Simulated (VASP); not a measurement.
Runs of VASP 6.6.1 on HgSe. Symmetry: F-43m, No. 216, cubic system. The conventional cell has a = 6.078 Å, b = 6.078 Å, c = 6.078 Å, α = 90.00°, β = 90.00°, γ = 90.00°. Around Hg (site symmetry -43m) lie 4 Se at 2.63 Å. Around Se (site symmetry -43m) lie 4 Hg at 2.63 Å. 

```csv
task,level,cell,cutoff (eV),gap on the mesh (eV),pressure (GPa),relaxed volume (Å³/atom)
relaxation of cell and atoms,BLYP,relaxed,600,none,0.0,33.28
relaxation of cell and atoms,PBE+D3(BJ),relaxed,600,none,0.0,29.55
single point,BLYP,"F-43m, 33.04 Å³/atom",520,none,(a),-
single point,PBE+D3(BJ),"F-43m, 29.4 Å³/atom",520,none,0.2,-
```

Alike in all rows: potentials or basis VASP PAW PBE potentials, release 64 (Hg, Se); no spin polarisation; k mesh 8 × 8 × 8; smearing fermi-dirac 0.05 eV.

Estimate the missing entries.

(a) 0.3.

Caveats: the PAW data sets were made with another functional, which shifts forces and pressure a little (some runs); pairwise dispersion overbinds metals, which lowers pressure and volume (some runs); the volume moved by over 15 % at a fixed basis, so the end points are rough (some runs); the volume moved by +19 % from the deposited cell, more than functionals usually miss (some runs).

A k mesh can miss the band edges, and the runs leave out spin-orbit coupling on Hg, Se.

A gap of «none» marks a metal or a gap under the smearing width.
